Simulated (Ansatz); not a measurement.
## CdTe: single point with PBE

**What was measured.**

A printed reference work, data compilation reports, for a bulk crystal of CdTe at 0 K: band gap 1.607 eV.

CdTe:

```
CELL_PARAMETERS angstrom
0.00000 3.20500 3.20500
3.20500 0.00000 3.20500
3.20500 3.20500 0.00000
ATOMIC_POSITIONS crystal
Te 0.75000 0.75000 0.75000
Cd 0.00000 0.00000 0.00000
```

```json
{"Program": "Ansatz 0.2.0", "Task": "single point", "Functional": "PBE", "Potentials or basis": "all-electron LAPW, scalar-relativistic", "Cutoff": "260 eV (chosen from the basis error)", "Basis error allowed": "0.001 eV/atom", "k mesh": "7 × 7 × 7", "Occupations": "gaussian, width 0.012 eV", "Spin": "no spin polarisation"}
```

| Item | Value |
| --- | --- |
| Pressure | 4.3 GPa |
| Band gap on the k mesh | 0.87 eV, direct |

Levels at points of the mesh, in eV from the valence-band top:
```
           k point  band 20  band 21  band 22  band 23  band 24  band 25
(0.00, 0.00, 0.00)     0.00     0.00     0.00     0.87     4.60     4.60
```

It took 10 s on 1 thread of Arm Neoverse V2, on a shared host, peak memory 0.29 GiB.

Against the measured gap of CdTe, 1.607 eV (0 K; a printed reference work, data compilation), the calculated 0.87 eV is off by -0.73 eV. Spin-orbit coupling on Cd, Te is left out. The value is that of PBE, without temperature or zero-point motion. Semilocal functionals fall short of measured gaps as a rule.

Caveat: spin-orbit coupling is left out, which moves the levels of the heavy elements.
